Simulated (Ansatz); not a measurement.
**Ag: enthalpies of structure types against pressure**

All-electron LAPW in Ansatz 0.2.0 under PBE, scalar-relativistic, energies extrapolated to zero smearing. Each structure type was compressed from its own relaxed volume, symmetry kept and shape relaxed on PAW files, and E(V) was fitted to energies and pressures; H = E + pV has no temperature or zero-point term. Only these types were tried: omega (P6/mmm, 8×8×11 mesh, 18.25 Å³/atom at rest); beta tin (I4_1/amd, 15×15×15 mesh, 19.75 Å³/atom at rest); sc (Pm-3m, 16×16×16 mesh, 20.82 Å³/atom at rest); simple hexagonal (P6/mmm, 15×15×14 mesh, 19.43 Å³/atom at rest); bcc (Im-3m, 16×16×16 mesh, 18.03 Å³/atom at rest); fcc (Fm-3m, 16×16×16 mesh, 17.85 Å³/atom at rest); hcp (P6_3/mmc, 15×15×8 mesh, 17.86 Å³/atom at rest); diamond (Fd-3m, 12×12×12 mesh, 30.05 Å³/atom at rest). Spin polarisation is left out. Spin–orbit coupling is left out; Fermi–Dirac smearing is 0.05 to 0.1 eV. Enthalpies carry a few meV/atom of noise from meshes and fits.

Enthalpies against fcc:

```json
{"p (GPa)": "0", "omega (meV/atom)": "67", "beta tin (meV/atom)": "243", "sc (meV/atom)": "334", "simple hexagonal (meV/atom)": "186", "bcc (meV/atom)": "40", "fcc (meV/atom)": "0", "hcp (meV/atom)": "4", "diamond (meV/atom)": "786"}
{"p (GPa)": "10", "omega (meV/atom)": "89", "beta tin (meV/atom)": "346", "sc (meV/atom)": "494", "simple hexagonal (meV/atom)": "271", "bcc (meV/atom)": "48", "fcc (meV/atom)": "0", "hcp (meV/atom)": "5", "diamond (meV/atom)": "1404"}
{"p (GPa)": "27", "omega (meV/atom)": "117", "beta tin (meV/atom)": "483", "sc (meV/atom)": "707", "simple hexagonal (meV/atom)": "386", "bcc (meV/atom)": "56", "fcc (meV/atom)": "0", "hcp (meV/atom)": "6", "diamond (meV/atom)": "2175"}
{"p (GPa)": "51", "omega (meV/atom)": "147", "beta tin (meV/atom)": "639", "sc (meV/atom)": "951", "simple hexagonal (meV/atom)": "517", "bcc (meV/atom)": "62", "fcc (meV/atom)": "0", "hcp (meV/atom)": "6", "diamond (meV/atom)": "3036"}
{"p (GPa)": "100", "omega (meV/atom)": "194", "beta tin (meV/atom)": "895", "sc (meV/atom)": "1356", "simple hexagonal (meV/atom)": "734", "bcc (meV/atom)": "70", "fcc (meV/atom)": "0", "hcp (meV/atom)": "3", "diamond (meV/atom)": "4439"}
{"p (GPa)": "170", "omega (meV/atom)": "247", "beta tin (meV/atom)": "1189", "sc (meV/atom)": "1827", "simple hexagonal (meV/atom)": "986", "bcc (meV/atom)": "79", "fcc (meV/atom)": "0", "hcp (meV/atom)": "0", "diamond (meV/atom)": "6054"}
{"p (GPa)": "250", "omega (meV/atom)": "298", "beta tin (meV/atom)": "1470", "sc (meV/atom)": "2282", "simple hexagonal (meV/atom)": "1230", "bcc (meV/atom)": "87", "fcc (meV/atom)": "0", "hcp (meV/atom)": "-3", "diamond (meV/atom)": "7603"}
{"p (GPa)": "320", "omega (meV/atom)": "337", "beta tin (meV/atom)": "1686", "sc (meV/atom)": "2634", "simple hexagonal (meV/atom)": "1419", "bcc (meV/atom)": "92", "fcc (meV/atom)": "0", "hcp (meV/atom)": "-4", "diamond (meV/atom)": "8798"}
```

(1) What sequence of phases does this give?

Results:

(1) The lowest types lie within 5 meV/atom of each other over much of the range, too close to call on these meshes: fcc and hcp compete.
